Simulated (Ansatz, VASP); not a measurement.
Cu in VASP and in Ansatz

```
Cu
1.0
     1.21029   -3.94969    0.00000
     1.21029    3.94969    0.00000
     0.00000    0.00000    2.45888
Cu
2
Direct
  0.86613 0.13387 0.75000
  0.13387 0.86613 0.25000
```

Change from the starting cell: volume scaled by 0.98.

Alike in both runs: task single point; functional PBE; k mesh 11 × 11 × 11; occupations fermi-dirac, width 0.05 eV; no spin polarisation.

```csv
,VASP,Ansatz
version,VASP 6.6.1,Ansatz 0.2.0
potentials or method,"VASP PAW PBE potentials, release 64 (Cu)",Ansatz PAW
plane-wave cutoff (eV),520,420
valence electrons in the cell,22,38
```

VASP gave:

```
gap on the k mesh at the Fermi level (eV)       : none
pressure (GPa)                                  : 10.5
largest component of the traceless stress (GPa) : 0.70
rms of the force components (eV/Å)              : 0.046
```

Question: What did Ansatz give for the same quantities?

Answer: gap on the k mesh at the Fermi level (eV): none; pressure (GPa): 10.0; largest component of the traceless stress (GPa): 0.67; rms of the force components (eV/Å): 0.044.

Atom by atom the forces differ by 0.002 eV/Å (rms over components). A gap of «none» marks a metal or a gap that the smearing closes. With one functional, cell and mesh, what is left measures potentials, basis and numerics. The two sets of potentials don't hold the same shells in valence.
